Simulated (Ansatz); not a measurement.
# C in Ansatz: the effect of functional

C:

```xyz
1
Lattice="4.2552 0.0000 0.0000 0.0000 4.2552 0.0000 0.0000 0.0000 1.2823" Properties=species:S:1:pos:R:3 pbc="T T T"
C     2.1276    2.1276    0.6411
```

The cell was built by a generator and needn't be a form met in nature.

Alike in all runs:

```yaml
Program: Ansatz 0.2.0
Potentials_or_basis: Ansatz PAW
k_mesh: 4 × 4 × 11
Occupations: fermi-dirac, width 0.05 eV
Spin: no spin polarisation
```

Problem. One run gave: pressure -2.8 GPa. Which functional did it use?
A. r2SCAN0
B. RPBE
C. revPBE
D. BLYP
E. PBE0

Solution. A.

```tsv
functional	cutoff	pressure (GPa)
LDA	420 eV (not typed: the program's choice for these potentials)	-1.2
PBE	420 eV (not typed: the program's choice for these potentials)	0.6
PBEsol	420 eV (not typed: the program's choice for these potentials)	0.3
RPBE	420 eV (not typed: the program's choice for these potentials)	1.7
revPBE	420 eV (not typed: the program's choice for these potentials)	1.5
BLYP	420 eV (not typed: the program's choice for these potentials)	0.6
r2SCAN	500 eV (not typed: the program's choice for these potentials)	-1.3
HSE06	420 eV (not typed: the program's choice for these potentials)	-1.4
PBE0	420 eV (not typed: the program's choice for these potentials)	-1.6
r2SCAN0	500 eV (not typed: the program's choice for these potentials)	-2.8
```

Caveats: all runs use coarse meshes; the PAW data sets come from PBE, with cores solved anew for the run's functional, which leaves a small shift of forces and pressure (some runs); the thresholds are loose for stress (some runs).
